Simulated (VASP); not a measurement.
# A vacancy on the Te site in La2TeS, part 3 of 5

How easily does a vacancy on the Te site form in La2TeS? The host is relaxed first, then a supercell is run with and without the defect. The cell takes the structure of LaTe from the COD database, with elements swapped. The cell is invented: it takes the structure of COD entry 4344351, LaTe (space group 225 there), with some of its atoms replaced by other elements, volume scaled by an estimate. It may not be a known or stable phase.

VASP 6.6.1, plane waves and PAW; the level of theory is named at each step.

So far. Step 2 (The host at zero pressure): The run ended after 4 ionic steps, 0.005 eV below its first step, once forces and stress met EDIFFG = -0.02. Step 3 (The supercell without the defect): The host is treated as a metal, as its relaxation found a gap under 0.3 eV or none, and only the neutral defect is run.

## 4. Reference Te

This step: PBE; plane waves and PAW (Te) (VASP 6.6.1).

System of this step: Te. It takes space group P3_121 (No. 152, trigonal). Conventional cell: a = 4.601 Å, b = 4.601 Å, c = 5.900 Å, α = 90.00°, β = 90.00°, γ = 120.00°. Te has 2 Te at 2.84 Å nearest.

The reference for Te is its crystal, relaxed at the cutoff of the large cell.

INCAR

```
SYSTEM = Te
PREC = Normal
ENCUT = 300
EDIFF = 1E-05
NELM = 120
ISMEAR = 0
SIGMA = 0.1
LREAL = Auto
ALGO = Fast
GGA = PE
NBANDS = 15
LORBIT = 11
LWAVE = .FALSE.
LCHARG = .FALSE.
IBRION = 2
NSW = 25
ISIF = 3
EDIFFG = -0.02
POTIM = 0.4
```

POSCAR

```
Te
1.0
    4.6013525159      0.0000000000      0.0000000000
   -2.3006762580      3.9848881706      0.0000000000
    0.0000000000      0.0000000000      5.9000620010
Te
3
Direct
    0.2566971700      0.0000000000      0.3333333300
    0.0000000000      0.2566971700      0.6666666700
    0.7433028300      0.7433028300      0.0000000000
```

KPOINTS

```
Automatic mesh
0
Gamma
7 7 5
0 0 0
```

PAW data sets: Te (PBE family, release 64).

Launch:

```console
$ export OMP_NUM_THREADS=5
$ mpirun -np 1 vasp_std
```

Log:

```text
[banner, memory and clock lines left out]
running    1 mpi-ranks, on    1 nodes
 distrk:  each k-point on    1 cores,    1 groups
 distr:  one band on    1 cores,    1 groups
 Offloading initialized ...    1 GPUs detected
 POSCAR found type information on POSCAR Te
 POSCAR found :  1 types and       3 ions
|                                                                             |
|               ----> ADVICE to this user running VASP <----                  |
|                                                                             |
|     You have a (more or less) 'small supercell' and for smaller cells       |
|     it is recommended to use the reciprocal-space projection scheme!        |
|     The real-space optimization is not efficient for small cells and it     |
|     is also less accurate ...                                               |
|     Therefore, set LREAL=.FALSE. in the INCAR file.                         |
|                                                                             |

 LDA part: xc-table for (Slater+PW92), standard interpolation
 POSCAR, INCAR and KPOINTS ok, starting setup
 FFT: planning ... GRIDC
 FFT: planning ... GRID_SOFT
 FFT: planning ... GRID
 WAVECAR not read
 entering main loop
       N       E                     dE             d eps       ncg     rms          rms(c)
DAV:   1     0.554871742517E+02    0.55487E+02   -0.46683E+03   960   0.608E+02
DAV:   2    -0.602458327524E+01   -0.61512E+02   -0.58840E+02  1297   0.118E+02
DAV:   3    -0.937346736292E+01   -0.33489E+01   -0.33397E+01  1163   0.318E+01
DAV:   4    -0.944056990536E+01   -0.67103E-01   -0.67099E-01  1485   0.526E+00
DAV:   5    -0.944090212165E+01   -0.33222E-03   -0.33222E-03  1205   0.309E-01    0.115E+01
RMM:   6    -0.941460027380E+01    0.26302E-01   -0.20820E-02   960   0.783E-01    0.706E+00
RMM:   7    -0.940848407015E+01    0.61162E-02   -0.43850E-02   960   0.130E+00    0.190E-01
RMM:   8    -0.940808203132E+01    0.40204E-03   -0.65281E-03   960   0.582E-01    0.611E-02
RMM:   9    -0.940817697565E+01   -0.94944E-04   -0.98376E-04   975   0.260E-01    0.500E-02
RMM:  10    -0.940818977632E+01   -0.12801E-04   -0.16117E-04   967   0.107E-01    0.851E-03
RMM:  11    -0.940819396326E+01   -0.41869E-05   -0.48075E-05   806   0.540E-02
   1 F= -.94081940E+01 E0= -.94081940E+01  d E =-.940819E+01
 curvature:   0.00 expect dE= 0.000E+00 dE for cont linesearch  0.000E+00
 trial: gam= 0.00000 g(F)=  0.669E-02 g(S)=  0.651E-02 ort = 0.000E+00 (trialstep = 0.100E+01)
 search vector abs. value=  0.132E-01
 bond charge predicted
       N       E                     dE             d eps       ncg     rms          rms(c)
DAV:   1    -0.941942909041E+01   -0.11239E-01   -0.31050E-01  1002   0.270E+00    0.678E-01
RMM:   2    -0.941574404702E+01    0.36850E-02   -0.12155E-02   960   0.638E-01    0.287E-01
RMM:   3    -0.941374002837E+01    0.20040E-02   -0.36304E-03   960   0.332E-01    0.104E-01
RMM:   4    -0.941344683852E+01    0.29319E-03   -0.11615E-03   960   0.184E-01    0.108E-01
RMM:   5    -0.941345118148E+01   -0.43430E-05   -0.10488E-04   975   0.726E-02    0.523E-02
RMM:   6    -0.941344398811E+01    0.71934E-05   -0.29535E-05   752   0.376E-02
   2 F= -.94134440E+01 E0= -.94134440E+01  d E =-.525002E-02
[... from here on, the cycles between the ionic steps are left out ...]
   3 F= -.94136203E+01 E0= -.94136203E+01  d E =-.542636E-02
   4 F= -.94157521E+01 E0= -.94157521E+01  d E =-.213173E-02
   5 F= -.94206368E+01 E0= -.94206368E+01  d E =-.701649E-02
   6 F= -.94237824E+01 E0= -.94237816E+01  d E =-.101620E-01
   7 F= -.94245054E+01 E0= -.94245041E+01  d E =-.723030E-03
   8 F= -.94245887E+01 E0= -.94245876E+01  d E =-.806304E-03
   9 F= -.94247945E+01 E0= -.94247937E+01  d E =-.205877E-03
 ZBRENT: can't locate minimum, use default step
 trial-energy change:   -0.000206  1 .order   -0.000203   -0.000228   -0.000179
 step:   4.4629(harm=  5.2244)  dis= 0.00318  next Energy=    -9.425121 (dE=-0.533E-03)
 bond charge predicted
       N       E                     dE             d eps       ncg     rms          rms(c)
DAV:   1    -0.942527480420E+01   -0.47383E-03   -0.36827E-02  1072   0.978E-01    0.125E-01
RMM:   2    -0.942515948548E+01    0.11532E-03   -0.83501E-04   960   0.176E-01    0.617E-02
RMM:   3    -0.942510530591E+01    0.54180E-04   -0.22066E-04   960   0.862E-02    0.211E-02
RMM:   4    -0.942510785144E+01   -0.25455E-05   -0.24155E-05   723   0.357E-02
  10 F= -.94251079E+01 E0= -.94251075E+01  d E =-.519190E-03
 curvature:  -2.54 expect dE=-0.490E-05 dE for cont linesearch -0.888E-06
 trial: gam=-0.03802 g(F)=  0.497E-06 g(S)=  0.143E-05 ort = 0.847E-05 (trialstep = 0.179E+01)
 search vector abs. value=  0.158E-05
 reached required accuracy - stopping structural energy minimisation
```

It took 4.8 min on 1 × NVIDIA H100 80GB HBM3, 81559 MiB with 1 MPI rank of AMD EPYC 7R13 (Zen 3), card shared with another run, shared host; peak memory 1.7 GiB.

Parts of OUTCAR (step 4):

```text
  LATTYP: Found a hexagonal cell.
 ALAT       =     4.6013525159
 C/A-ratio  =     1.2822451617

 Subroutine GETGRP returns: Found  6 space group operations
 (whereof  2 operations were pure point group operations)

The static configuration has the point symmetry C_2 .
 The point group associated with its full space group is D_3 .

 Found     32 irreducible k-points:

   k-points           NKPTS =     32   k-points in BZ     NKDIM =     32   number of bands    NBANDS=     15

   dimension x,y,z NGX =    20 NGY =   20 NGZ =   28
   dimension x,y,z NGXF=    40 NGYF=   40 NGZF=   56

   ENCUT  =  300.0 eV  22.05 Ry    4.70 a.u.   6.50  6.50  8.33*2*pi/ulx,y,z

   NELECT =      18.0000    total number of electrons

 E-fermi :   5.7346

 k-point     1 :       0.0000    0.0000    0.0000
  band No.  band energies     occupation
    ...
      5       2.8734      2.00000
      6       2.8735      2.00000
      7       3.9507      2.00000
      8       3.9507      2.00000
      9       4.7428      2.00000
     10       6.5658      0.00000
     11       6.5658      0.00000
     12       7.1090      0.00000
     13      10.6261      0.00000
     14      10.6261      0.00000
    ...

 k-point     2 :       0.1429    0.0000    0.0000
  band No.  band energies     occupation
    ...
      5       2.3209      2.00000
      6       2.6172      2.00000
      7       4.3044      2.00000
      8       4.6132      2.00000
      9       4.9395      2.00000
     10       6.2806      0.00000
     11       6.4783      0.00000
     12       6.9666      0.00000
     13      10.1740      0.00000
     14      10.5891      0.00000
    ...

  Total       -0.0012874     -0.0012874      0.0103960      0.0000000      0.0000000     -0.0000000
  in kB       -0.0196659     -0.0196659      0.1588009      0.0000000      0.0000000     -0.0000000
  external PRESSURE =       0.0398230 kB  Pullay stress =       0.0000000 kB

  energy-cutoff  :      300.00
  volume of cell :      104.89
      direct lattice vectors                 reciprocal lattice vectors
     4.513001793  0.000000000  0.000000000     0.221582008  0.127930432 -0.000000000
    -2.256500896  3.908374200 -0.000000000    -0.000000000  0.255860864 -0.000000000
     0.000000000  0.000000000  5.946531014    -0.000000000 -0.000000000  0.168165271

 POSITION                                       TOTAL-FORCE (eV/Angst)
 -----------------------------------------------------------------------------------
     -1.03672      3.90837      1.98218         0.002071      0.000000      0.000000
     -0.60989      1.05636      3.96435        -0.001036      0.001794     -0.000000
      1.64661      2.85201      0.00000        -0.001036     -0.001794     -0.000000
 -----------------------------------------------------------------------------------
    total drift:                                0.000003     -0.000002     -0.000000

  FREE ENERGIE OF THE ION-ELECTRON SYSTEM (eV)
  ---------------------------------------------------
  free  energy   TOTEN  =        -9.4251078514 eV

  energy  without entropy=       -9.4251071699  energy(sigma->0) =       -9.42510751

 total charge
# of ion       s       p       d       tot
------------------------------------------
    1        1.434   1.804   0.039   3.277
    2        1.434   1.804   0.039   3.277
    3        1.434   1.804   0.039   3.277
--------------------------------------------------
tot          4.301   5.413   0.118   9.832

[... 1 part as in an earlier step ...]

[... 7 further parts left out ...]
```

CONTCAR:

```
Te
    1.000000000000000
     4.5130017928903987    0.0000000000011144    0.0000000000000000
    -2.2565008964932742    3.9083742000267550   -0.0000000000000000
     0.0000000000000000    0.0000000000000000    5.9465310136304090
  Te
     3
Direct
     0.2702819813679436    0.9999999999999990    0.3333333300000021
     0.0000000000000006    0.2702819813679467    0.6666666699999979
     0.7297180186320560    0.7297180186320542    0.0000000000000000
```

The gap is read on the k-mesh alone, so it is an upper bound where the band edges lie off the mesh. The run keeps the 6 symmetry operations of its start, so it cannot find a distortion of lower symmetry.

Relaxation path:

```
step  energy less that of the first step (eV)  largest force (eV/Å)  pressure (GPa)  volume (Å³)
   1                                   0.0000                0.2403            0.56       108.18
   2                                  -0.0053                0.0709           -0.39       109.76
   3                                  -0.0054                0.0904           -0.28       109.52
   4                                  -0.0076                0.0821           -0.28       109.04
   5                                  -0.0124                0.0604           -0.08       107.59
   6                                  -0.0156                0.0352            0.29       104.72
   7                                  -0.0163                0.0303           -0.06       104.89
   8                                  -0.0164                0.0185            0.00       104.85
   9                                  -0.0166                0.0142            0.01       104.86
  10                                  -0.0169                0.0021            0.00       104.89
```

```
conventional cell, symmetrised  before  after  change
                         a (Å)   4.601  4.513  -1.9 %
                         b (Å)   4.601  4.513  -1.9 %
                         c (Å)   5.900  5.947  +0.8 %
              volume (Å³/atom)   36.06  34.96  -3.0 %
```

The atoms that moved most (Å, as changes of fractional coordinates times the final cell):

```
atom      dx      dy     dz  length
 Te2  -0.031   0.053  0.000   0.061
 Te1   0.061   0.000  0.000   0.061
 Te3  -0.031  -0.053  0.000   0.061
```

The relaxed structure:

```
Te
1.0
     4.51300    0.00000    0.00000
    -2.25650    3.90837    0.00000
     0.00000    0.00000    5.94653
Te
3
Cartesian
  1.2198 0.0000 1.9822
  -0.6099 1.0564 3.9644
  1.6466 2.8520 0.0000
```

Numbers from this step:

```yaml
electronic_cycles: 53
electrons: 18
free_energy_toten: -9.425 eV
fermi_energy: 5.735 eV
labelled_metallic_from_the_levels_on_this_mesh: no
gap_on_the_k_mesh: 0.5688 eV
least_direct_gap_on_the_k_mesh: 0.7850 eV
```

The run ended after 10 ionic steps, 0.017 eV below its first step, once forces and stress met EDIFFG = -0.02.

Energy at zero smearing: -9.42511 eV.

(Continued in part 4 of 5.)

[Lines on the potential files, build, host, timing and source positions are cut from VASP's logs without a mark.]

[Logs are printed without paths, hosts, clocks, repeated set-up lines and the standing remarks that a program may print on its own settings, such as how far it seeks lower states.]

[Hosts, paths, dates, database ids (printed as entryN), source tags and the programs' standing remarks are cut or masked in the printed files.]

[In band tables of VASP the shares of atoms and orbitals are scaled to a sum of 1 inside the atoms' spheres.]

[Runs that stopped without an error message from VASP are left out.]
